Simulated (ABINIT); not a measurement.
Br:

```xyz
4
Lattice="3.3632 -2.3226 0.0000 3.3632 2.3226 0.0000 0.0000 0.0000 8.7023" Properties=species:S:1:pos:R:3 pbc="T T T"
Br    3.3632    0.6266    3.3948
Br    3.3632    1.6959    7.7459
Br    3.3632   -0.6266    5.3075
Br    3.3632   -1.6959    0.9564
```

Base run:

| Item | Value |
| --- | --- |
| Program | ABINIT 10.8.3 (patched build) |
| Functional | LDA |
| Potentials or basis | PseudoDojo NC SR LDA v0.4.1 standard |
| Cutoff | 490 eV |
| k mesh | 5 × 5 × 2 |
| Occupations | fermi-dirac, width 0.05 eV |
| Spin | no spin polarisation |

Its results: band gap on the k mesh 1.73 eV, indirect (least direct gap 1.75 eV); pressure -1.7 GPa; largest force 0.693 eV/Å.

Task: The run is repeated on the same cell with these changes: functional from LDA to PBE; potentials or basis from PseudoDojo NC SR LDA v0.4.1 standard to PseudoDojo NC SR PBE v0.4.1 standard; cutoff from 490 eV to 626 eV. What comes out?

Result: Band gap on the k mesh 1.87 eV, indirect (least direct gap 1.89 eV); pressure 1.8 GPa; largest force 0.883 eV/Å.

Caveats: an odd mesh through Γ misses points on the zone boundary, where band edges often lie.
